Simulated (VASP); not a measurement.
# TiC in VASP: notebook

The runs below take TiC through single point, with PBE.

All numbers are computed with VASP 6.6.1; they aren't measurements. Logs are shortened: lines on timing, memory, paths and dates and some standing lists are left out, and cuts for length are marked.

## (1) The cell of the first run

The cell holds a slab with vacuum, 6 atoms: a = 3.064 Å, b = 3.064 Å, c = 18.333 Å, α = 90.00°, β = 90.00°, γ = 90.00°.

## (2) Single point, PBE (clean slab, lower half held)

File INCAR:

```
PREC = Accurate
ENCUT = 520
EDIFF = 1E-7
ISMEAR = 0
SIGMA = 0.1
LREAL = False
LASPH = True
NELM = 100
ALGO = Fast
ISIF = 2
LWAVE = False
LCHARG = True
LDIPOL = True
IDIPOL = 3
DIPOL = 0.5 0.5 0.498
GGA = PE
LELF = True
LVHAR = True
LVACPOTAV = True
NBANDS = 33
```

File KPOINTS:

```
regular mesh
0
Gamma
  9 9 1
```

File POSCAR:

```
TiC
1.0
    3.0638392743      0.0000000000      0.0000000000
    0.0000000000      3.0638392743      0.0000000000
    0.0000000000      0.0000000000     18.3329230547
Ti C
3 3
Direct
    0.5000000000      0.5000000000      0.3818267267
    0.0000000000      0.0000000000      0.4975294519
    0.5000000000      0.5000000000      0.6110868690
    0.0000000000      0.0000000000      0.3818267267
    0.5000000000      0.5000000000      0.4968960017
    0.0000000000      0.0000000000      0.6169857448
```

Potentials or basis: VASP PAW PBE potentials, release 64 (Ti_sv, C).

The run is started by

```
> cat potpaw_PBE.64/Ti_sv/POTCAR potpaw_PBE.64/C/POTCAR > POTCAR
> mpirun -np 1 vasp_std > vasp.out
```

OUTCAR:

```text
PREC = Accurate
   ENCUT = 520
   EDIFF = 1E-7
   ISMEAR = 0
   LREAL = False
   LASPH = True
   NELM = 100
   ISIF = 2
   GGA = PE

 ion  position               nearest neighbor table
   1  0.500  0.500  0.382-   5 2.11   4 2.17   4 2.17   4 2.17   4 2.17
   2  0.000  0.000  0.498-   4 2.12   5 2.17   5 2.17   5 2.17   5 2.17   6 2.19
   3  0.500  0.500  0.611-   5 2.09   6 2.17   6 2.17   6 2.17   6 2.17
   4  0.000  0.000  0.382-   2 2.12   1 2.17   1 2.17   1 2.17   1 2.17
   5  0.500  0.500  0.497-   3 2.09   1 2.11   2 2.17   2 2.17   2 2.17   2 2.17
   6  0.000  0.000  0.617-   3 2.17   3 2.17   3 2.17   3 2.17   2 2.19

  LATTYP: Found a simple tetragonal cell.
 ALAT       =     3.0638392743
 C/A-ratio  =     5.9836438577

  Lattice vectors:

 A1 = (   3.0638392743,   0.0000000000,   0.0000000000)
 A2 = (   0.0000000000,   3.0638392743,   0.0000000000)
 A3 = (   0.0000000000,   0.0000000000,  18.3329230547)

Analysis of symmetry for initial positions (statically):
=====================================================================
 Subroutine PRICEL returns:
 Original cell was already a primitive cell.

 Routine SETGRP: Setting up the symmetry group for a
 simple tetragonal supercell.

 Subroutine GETGRP returns: Found  8 space group operations
 (whereof  8 operations were pure point group operations)
 out of a pool of 16 trial point group operations.

The static configuration has the point symmetry C_4v.

Analysis of symmetry for dynamics (positions and initial velocities):
=====================================================================
 Subroutine PRICEL returns:
 Original cell was already a primitive cell.

 Routine SETGRP: Setting up the symmetry group for a
 simple tetragonal supercell.

 Subroutine GETGRP returns: Found  8 space group operations
 (whereof  8 operations were pure point group operations)
 out of a pool of 16 trial point group operations.

The dynamic configuration has the point symmetry C_4v.

 Subroutine INISYM returns: Found  8 space group operations
 (whereof  8 operations are pure point group operations),
 and found     1 'primitive' translations

----------------------------------------------------------------------------------------

                                     Primitive cell

  volume of cell :     172.0932

  direct lattice vectors                    reciprocal lattice vectors
     3.063839274  0.000000000  0.000000000     0.326387878  0.000000000  0.000000000
     0.000000000  3.063839274  0.000000000     0.000000000  0.326387878  0.000000000
     0.000000000  0.000000000 18.332923055     0.000000000  0.000000000  0.054546675

  length of vectors
     3.063839274  3.063839274 18.332923055     0.326387878  0.326387878  0.054546675

  position of ions in fractional coordinates (direct lattice)
     0.500000000  0.500000000  0.381826727
     0.000000000  0.000000000  0.497529452
     0.500000000  0.500000000  0.611086869
     0.000000000  0.000000000  0.381826727
     0.500000000  0.500000000  0.496896002
     0.000000000  0.000000000  0.616985745

  ion indices of the primitive-cell ions
   primitive index   ion index
                 1           1
                 2           2
                 3           3
                 4           4
                 5           5
                 6           6

----------------------------------------------------------------------------------------

 KPOINTS: regular mesh

Automatic generation of k-mesh.
 Grid dimensions read from file:
 generate k-points for:    9    9    1

 Generating k-lattice:

  Cartesian coordinates                     Fractional coordinates (reciprocal lattice)
     0.036265320  0.000000000  0.000000000     0.111111111  0.000000000  0.000000000
     0.000000000  0.036265320  0.000000000     0.000000000  0.111111111  0.000000000
     0.000000000  0.000000000  0.054546675     0.000000000  0.000000000  1.000000000

  Length of vectors
     0.036265320  0.036265320  0.054546675

  Shift w.r.t. Gamma in fractional coordinates (k-lattice)
     0.000000000  0.000000000  0.000000000

 Subroutine IBZKPT returns following result:
 ===========================================

 Found     15 irreducible k-points:

 Following reciprocal coordinates:
            Coordinates               Weight
  0.000000  0.000000  0.000000      1.000000
  0.111111  0.000000  0.000000      4.000000
  0.222222  0.000000  0.000000      4.000000
  0.333333  0.000000  0.000000      4.000000
  0.444444  0.000000  0.000000      4.000000
  0.111111  0.111111  0.000000      4.000000
  0.222222  0.111111  0.000000      8.000000
  0.333333  0.111111  0.000000      8.000000
  0.444444  0.111111  0.000000      8.000000
  0.222222  0.222222  0.000000      4.000000
  0.333333  0.222222  0.000000      8.000000
  0.444444  0.222222  0.000000      8.000000
  0.333333  0.333333  0.000000      4.000000
  0.444444  0.333333  0.000000      8.000000
  0.444444  0.444444  0.000000      4.000000
   k-points           NKPTS =     15   k-points in BZ     NKDIM =     15   number of bands    NBANDS=     33
   number of dos      NEDOS =    301   number of ions     NIONS =      6
   total plane-waves  NPLWV =  80640
   dimension x,y,z NGX =    24 NGY =   24 NGZ =  140
   dimension x,y,z NGXF=    48 NGYF=   48 NGZF=  280
   ions per type =               3   3
   NGX,Y,Z   is equivalent  to a cutoff of  13.02, 13.02, 12.70 a.u.
   NGXF,Y,Z  is equivalent  to a cutoff of  26.05, 26.05, 25.39 a.u.
 SYSTEM =  unknown system
   PREC   = accura    normal or accurate (medium, high low for compatibility)
   ISTART =      0    job   : 0-new  1-cont  2-samecut
   ICHARG =      2    charge: 1-file 2-atom 10-const
   ISPIN  =      1    spin polarized calculation?
   LNONCOLLINEAR =      F non collinear calculations
   LSORBIT =      F    spin-orbit coupling
   LASPH  =      T    aspherical Exc in radial PAW
   ENCUT  =  520.0 eV  38.22 Ry    6.18 a.u.   5.70  5.70 34.09*2*pi/ulx,y,z
   NELM   =    100;   NELMIN=  2; NELMDL= -5     # of ELM steps
   EDIFF  = 0.1E-06   stopping-criterion for ELM
   LREAL  =      F    real-space projection
   EDIFFG = 0.1E-05   stopping-criterion for IOM
   NSW    =      0    number of steps for IOM
   IBRION =     -1    ionic relax: 0-MD 1-quasi-New 2-CG
   NFREE  =      0    steps in history (QN), initial steepest desc. (CG)
   ISIF   =      2    stress and relaxation
   ISYM   =      2    0-nonsym 1-usesym 2-fastsym
   POTIM  = 0.5000    time-step for ionic-motion
   TEBEG  =    0.0;   TEEND  =   0.0 temperature during run
   PSTRESS=    0.0 pullay stress
   NELECT =      48.0000    total number of electrons
   NUPDOWN=      -1.0000    fix difference up-down
   EMIN   =  10.00;   EMAX   =-10.00  energy-range for DOS
   EFERMI =   0.00;   METHOD = LEGACY
   ISMEAR =     0;   SIGMA  =   0.10  broadening in eV -4-tet -1-fermi 0-gaus
   EFERMI_NEDOS =   21; number of points for ismear=-14 and -15
   IALGO  =     68    algorithm
   IMIX   =      4    mixing-type and parameters
     AMIX     =   0.40;   BMIX     =  1.00
     AMIX_MAG =   1.60;   BMIX_MAG =  1.00
  volume/ion in A,a.u.               =      28.68       193.56
  Fermi-wavevector in a.u.,A,eV,Ry     =   1.069631  2.021310 15.566571  1.144111
  Thomas-Fermi vector in A             =   2.205316
   LORBIT       =      0    0 simple, 1 ext, 2 COOP (PROOUT), +10 PAW based schemes
   GGA     = PE    functional components
   LHFCALC =     F    Hartree Fock is set to
   AEXX    =    0.0000 exact exchange contribution
   IVDW    =     0    specifies the selected vdW correction
   LEPSILON=     F    determine dielectric tensor
   LRPA    =     F    only Hartree local field effects (RPA)
 non-spin polarized calculation
 RMM-DIIS sequential band-by-band and
 Gauss-broadening in eV      SIGMA  =   0.10
  energy-cutoff  :      520.00
  volume of cell :      172.09
 maximum number of plane-waves:      4665
 NGX is ok and might be reduce to    24
   NGX = 11   NGY = 11   NGZ = 69

 dipolmoment           0.000000      0.000000     -0.025260 electrons x Angstroem

 number of electron      48.0000010 magnetization

 dipolmoment           0.000000      0.000000      0.018456 electrons x Angstroem

 Free energy of the ion-electron system (eV)
  ---------------------------------------------------
  ext. energy  EPLUGINS =         0.00000000
  ---------------------------------------------------
  free energy    TOTEN  =       -54.13403825 eV

  energy without entropy =      -54.12858436  energy(sigma->0) =      -54.13131131

 E-fermi :   0.6594     XC(G=0):  -5.4407

 val. band max:        0.4858656817   @ k =   0.4444   0.4444   0.0000
 cond. band min:       0.7193145052   @ k =   0.3333   0.3333   0.0000
 fundamental gap:      0.2334488235
 Fermi energy:         0.6593894350

 k-point     1 :       0.0000    0.0000    0.0000
  band No.  band energies     occupation
      1     -55.9595      2.00000
      2     -55.8794      2.00000
      3     -55.8212      2.00000
      4     -32.4636      2.00000
      5     -32.3482      2.00000
      6     -32.0773      2.00000
[... 25 lines left out ...]
     32       3.0327      0.00000
     33       3.3765      0.00000

 k-point     2 :       0.1111    0.0000    0.0000
  band No.  band energies     occupation
      1     -55.9559      2.00000
      2     -55.8754      2.00000
      3     -55.8205      2.00000
      4     -32.4568      2.00000
      5     -32.3545      2.00000
      6     -32.0962      2.00000
[... 25 lines left out ...]
     32       3.6800      0.00000
     33       4.6700      0.00000
[... 430 lines left out ...]
     32       4.2896      0.00000
     33       4.5909      0.00000

 k-point    15 :       0.4444    0.4444    0.0000
  band No.  band energies     occupation
      1     -55.9061      2.00000
      2     -55.8104      2.00000
      3     -55.8056      2.00000
      4     -32.3766      2.00000
      5     -32.3214      2.00000
      6     -32.3177      2.00000
[... 25 lines left out ...]
     32       4.2317      0.00000
     33       4.7256      0.00000

------------------------ aborting loop because EDIFF is reached ----------------------------------------

  FORCE on cell =-STRESS in cart. coord.  units (eV):
  Direction    XX          YY          ZZ          XY          YZ          ZX
  --------------------------------------------------------------------------------------
  -------------------------------------------------------------------------------------
  Total       -3.7461584     -3.7461584     -0.0128903      0.0000000      0.0000000      0.0000000
  in kB      -34.8765119    -34.8765119     -0.1200082      0.0000000      0.0000000      0.0000000
  external PRESSURE =     -23.2910107 kB  Pullay stress =       0.0000000 kB

 VOLUME and BASIS-vectors are now :
 -----------------------------------------------------------------------------
  energy-cutoff  :      520.00
  volume of cell :      172.09
      direct lattice vectors                 reciprocal lattice vectors
     3.063839274  0.000000000  0.000000000     0.326387878  0.000000000  0.000000000
     0.000000000  3.063839274  0.000000000     0.000000000  0.326387878  0.000000000
     0.000000000  0.000000000 18.332923055     0.000000000  0.000000000  0.054546675

 POSITION                                       TOTAL-FORCE (eV/Angst)
 -----------------------------------------------------------------------------------
      1.53192      1.53192      7.00000        -0.000000     -0.000000      0.961493
      0.00000      0.00000      9.12117        -0.000000      0.000000      0.002062
      1.53192      1.53192     11.20301         0.000000      0.000000     -0.000091
      0.00000      0.00000      7.00000         0.000000      0.000000     -0.971715
      1.53192      1.53192      9.10956         0.000000      0.000000      0.004424
      0.00000      0.00000     11.31115         0.000000      0.000000      0.003828
 -----------------------------------------------------------------------------------
    total drift:                                0.000000     -0.000000      0.001082

  FREE ENERGIE OF THE ION-ELECTRON SYSTEM (eV)
  ---------------------------------------------------
  free  energy   TOTEN  =       -54.1340382489 eV

  energy  without entropy=      -54.1285843640  energy(sigma->0) =      -54.13131131

 vacuum level on the upper side and lower side of the slab         5.003         4.647
```

Run time: 5.7 min. Hardware: 1 thread of Intel Xeon Platinum 8488C (Sapphire Rapids), shared host; peak memory 0.3 GiB.

What came out:

* Free energy: -54.1340 eV
* Largest force: 0.972 eV/Å
* Band gap on the k mesh: none (metal or under the smearing width)
* Work function of the upper face: 4.34 eV
* Work function of the lower face: 3.99 eV

Forces in eV/Å, atoms in the order of the input:
```
Ti   0.000  0.000  0.961
Ti   0.000  0.000  0.002
Ti   0.000  0.000  0.000
C    0.000  0.000 -0.972
C    0.000  0.000  0.004
C    0.000  0.000  0.004
```

## (3) Single point, PBE (the clean substrate in the cell of the map)

File INCAR:

```
PREC = Accurate
ENCUT = 520
EDIFF = 1E-7
ISMEAR = 0
SIGMA = 0.1
LREAL = Auto
LASPH = T
NELM = 100
ALGO = Fast
ISIF = 2
LWAVE = F
LCHARG = F
LDIPOL = T
IDIPOL = 3
DIPOL = 0.5 0.5 0.309
GGA = PE
NBANDS = 114
```

File KPOINTS:

```
Automatic mesh
0
Gamma
  5 5 1
```

File POSCAR:

```
TiC
1.0
    6.1276785486      0.0000000000      0.0000000000
    0.0000000000      6.1276785486      0.0000000000
    0.0000000000      0.0000000000     19.8111521836
Ti C
12 12
Direct
    0.2500000000      0.2500000000      0.2019064799
    0.2500000000      0.7500000000      0.2019064799
    0.7500000000      0.2500000000      0.2019064799
    0.7500000000      0.7500000000      0.2019064799
    0.0000000000      0.0000000000      0.3089759294
    0.0000000000      0.5000000000      0.3089759294
    0.5000000000      0.0000000000      0.3089759294
    0.5000000000      0.5000000000      0.3089759294
    0.2500000000      0.2500000000      0.4140601451
    0.2500000000      0.7500000000      0.4140601451
    0.7500000000      0.2500000000      0.4140601451
    0.7500000000      0.7500000000      0.4140601451
    0.0000000000      0.0000000000      0.2019064799
    0.0000000000      0.5000000000      0.2019064799
    0.5000000000      0.0000000000      0.2019064799
    0.5000000000      0.5000000000      0.2019064799
    0.2500000000      0.2500000000      0.3083897447
    0.2500000000      0.7500000000      0.3083897447
    0.7500000000      0.2500000000      0.3083897447
    0.7500000000      0.7500000000      0.3083897447
    0.0000000000      0.0000000000      0.4195188703
    0.0000000000      0.5000000000      0.4195188703
    0.5000000000      0.0000000000      0.4195188703
    0.5000000000      0.5000000000      0.4195188703
```

Potentials or basis: VASP PAW PBE potentials, release 64 (Ti_sv, C).

The run is started by

```
> cat potpaw_PBE.64/Ti_sv/POTCAR potpaw_PBE.64/C/POTCAR > POTCAR
> mpirun -np 1 vasp_std > vasp.out
```

Wall time 55 min (1 thread of Intel Xeon Platinum 8488C (Sapphire Rapids), shared host); peak memory 0.89 GiB.

The run converged. Its results:

```
Free energy            : -216.5530 eV
Largest force          : 0.939 eV/Å
Band gap on the k mesh : none (metal or under the smearing width)
```

Forces on the atoms (eV/Å):
```
Ti   0.000  0.000  0.939
Ti   0.000  0.000  0.939
Ti   0.000  0.000  0.939
Ti   0.000  0.000  0.939
Ti   0.000  0.000  0.007
Ti   0.000  0.000  0.007
Ti   0.000  0.000  0.007
Ti   0.000  0.000  0.007
Ti   0.000  0.000  0.017
Ti   0.000  0.000  0.017
Ti   0.000  0.000  0.017
Ti   0.000  0.000  0.017
C    0.000  0.000 -0.936
C    0.000  0.000 -0.936
C    0.000  0.000 -0.936
C    0.000  0.000 -0.936
C    0.000  0.000  0.011
C    0.000  0.000  0.011
C    0.000  0.000  0.011
C    0.000  0.000  0.011
C    0.000  0.000 -0.037
C    0.000  0.000 -0.037
C    0.000  0.000 -0.037
C    0.000  0.000 -0.037
```

Levels at points of the mesh, in eV from the Fermi level:
| k point | band 93 | band 94 | band 95 | band 96 | band 97 | band 98 | band 99 | band 100 |
| --- | --- | --- | --- | --- | --- | --- | --- | --- |
| (0.00, 0.00, 0.00) | -0.16 | -0.11 | -0.11 | 0.27 | 0.27 | 0.63 | 0.73 | 1.28 |
